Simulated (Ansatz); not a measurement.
# BaTiO3: smallest direct gap on path and band gap as volume per atom varies

All results are calculated (Ansatz 0.2.0). Periodic Kohn-Sham DFT of a crystal at fixed atoms; Kohn-Sham levels at symmetry points; band -1 is the highest filled and +1 the lowest empty one at that point, spin up along a +z start moment.

Cell of the first row (space group P4mm, No. 99):
```
BaTiO3
1.0
      3.9181     0.0000     0.0000
      0.0000     3.9181     0.0000
      0.0000     0.0000     3.9360
Ba Ti O
1 1 3
Direct
  0.00000 0.00000 0.00000
  0.50000 0.50000 0.48200
  0.50000 0.50000 0.01600
  0.50000 0.00000 0.51500
  0.00000 0.50000 0.51500
```

Settings of every row: method all-electron LAPW; functional PBEsol; relativity scalar; k mesh 7x7x7; filling fermi-dirac; smearing width 0.08 eV; basis error target 1 meV/atom; nucleus gaussian.

Atom start moment: 0 on all atoms.

Limits: no spin-orbit coupling on heavy atoms; run without spin polarisation, so a magnetic state may lie lower; semilocal functionals tend to give too small a gap.

```csv
row,volume per atom (Å³),smallest direct gap on path (eV),band gap (eV)
1,12.085,2.16,1.915
2,12.342,2.137,1.873
3,12.599,2.112,1.83
4,12.728,2.1,1.809
5,12.856,2.087,1.789
6,12.985,2.073,1.768
7,13.113,2.06,1.748
8,13.371,2.032,1.707
9,13.628,?,?
```

Question: what smallest direct gap on path and band gap should row 9 give?

Worked fit of smallest direct gap on path. Take t = volume per atom − 13, in Å³. The shown rows have t = -0.915, -0.658, -0.401, -0.272, -0.144, -0.015, 0.113, 0.371. Least squares give smallest direct gap on path = 2.0719 − 0.1045 × t − 0.0088 × t² eV; a straight line predicts inner rows, each left out in turn, worse (root mean square 0.0011 against 0.0004 eV). All shown rows lie on it to the printed digit. The withheld row has t = 0.628, so the fit gives 2.0719 − 0.1045 × (0.628) − 0.0088 × (0.628)² = 2.003 eV.

The calculation gave 2.004 eV. The fit lies 0.001 eV (0.64 % of the column's range) below it, one unit of the last digit. This row lies beyond the range of the fit.

Worked fit of band gap. Take t = volume per atom − 13, in Å³. The shown rows have t = -0.915, -0.658, -0.401, -0.272, -0.144, -0.015, 0.113, 0.371. Least squares give band gap = 1.7657 − 0.1595 × t + 0.0042 × t² eV; a straight line predicts inner rows, each left out in turn, worse (root mean square 0.00077 against 0.00045 eV). The rows lie off it by 0.000, 0.001, 0.000, 0.000, 0.000, 0.000, 0.000, 0.000. The withheld row has t = 0.628, so the fit gives 1.7657 − 0.1595 × (0.628) + 0.0042 × (0.628)² = 1.667 eV.

The calculation gave 1.667 eV. The fit meets it to the printed digit. This row lies beyond the range of the fit.
